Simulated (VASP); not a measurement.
The system is Al.

```
CELL_PARAMETERS angstrom
2.86335 0.00000 0.00000
-1.43167 2.47973 0.00000
0.00000 0.00000 4.67585
ATOMIC_POSITIONS crystal
Al 0.33333 0.66667 0.25000
Al 0.66667 0.33333 0.75000
```

This isn't the form of Al at room conditions, which is fcc.

```yaml
Program: VASP 6.6.1
Task: relaxation of cell and atoms
Functional: PBE
Dispersion: D3(BJ)
Potentials_or_basis: VASP PAW PBE potentials, release 64 (Al)
Cutoff: 600 eV
k_mesh: 18 × 18 × 10
Occupations: gaussian, width 0.1 eV
Spin: no spin polarisation
```

At the start: pressure -3.2 GPa; volume 16.60 Å³/atom.

Task: Where does the relaxation end?

Result: Over 8 steps the energy falls by 7.2 meV/atom and the volume is 15.91 Å³/atom (-4.2 %); space group P6_3/mmc (No. 194, to 0.05 Å).

Step by step:
| step | energy change (eV) | largest force (eV/Å) | pressure (GPa) | volume (Å³) |
| --- | --- | --- | --- | --- |
| 1 | 0.0000 | 0.0000 | -3.19 | 33.20 |
| 2 | -0.0141 | 0.0000 | 0.48 | 31.64 |
| 3 | -0.0144 | 0.0000 | 0.01 | 31.81 |
| 4 | -0.0144 | 0.0000 | -0.06 | 31.84 |
| 5 | -0.0144 | 0.0000 | -0.06 | 31.84 |
| 6 | -0.0144 | 0.0000 | -0.06 | 31.84 |
| 7 | -0.0144 | 0.0000 | 0.05 | 31.80 |
| 8 | -0.0144 | 0.0000 | 0.01 | 31.81 |

Final structure:
```
Al
1.0
     2.82659    0.00000    0.00000
    -1.41330    2.44790    0.00000
     0.00000    0.00000    4.59783
Al
2
Cartesian
  0.0000 1.6319 1.1495
  1.4133 0.8160 3.4484
```

Caveat: pairwise dispersion overbinds metals, which lowers pressure and volume.
